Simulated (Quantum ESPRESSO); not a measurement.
The system is Ir.

```xyz
2
Lattice="2.7514 0.0000 0.0000 -1.3757 2.3828 0.0000 0.0000 0.0000 4.4623" Properties=species:S:1:pos:R:3 pbc="T T T"
Ir    0.0000    1.5885    1.1156
Ir    1.3757    0.7943    3.3467
```

This isn't the form of Ir at room conditions, which is fcc.

```yaml
Program: Quantum ESPRESSO 7.5
Task: single point
Functional: PBEsol
Potentials_or_basis: GBRV 1.5 PBEsol
Cutoff: 612 eV
Density_cutoff: 4898 eV
k_mesh: 11 × 11 × 6
Occupations: fermi-dirac, width 0.05 eV
Spin: no spin polarisation
```

On this cell: pressure -12.4 GPa; largest force under 0.003 eV/Å; band gap on the k mesh none (metal or under the smearing width).

The same run follows on a disturbed copy (atoms moved at random, drawn with an rms of 0.05 Å):

```
CELL_PARAMETERS angstrom
2.75138 0.00000 0.00000
-1.37569 2.38276 0.00000
0.00000 0.00000 4.46229
ATOMIC_POSITIONS crystal
Ir 0.34445 0.66132 0.25713
Ir 0.64903 0.34504 0.74650
```

Problem. What changes?

Solution. The energy (extrapolated to zero smearing) moves by +19.9 meV/atom; pressure -11.4 GPa; largest force 0.747 eV/Å; band gap on the k mesh none (metal or under the smearing width).

Forces on the atoms (eV/Å):
```
Ir  -0.481  0.200 -0.536
Ir   0.481 -0.200  0.536
```

Stress tensor (GPa, compression positive):
```
-11.28  -0.68   1.14
 -0.68 -11.97  -0.51
  1.14  -0.51 -11.10
```
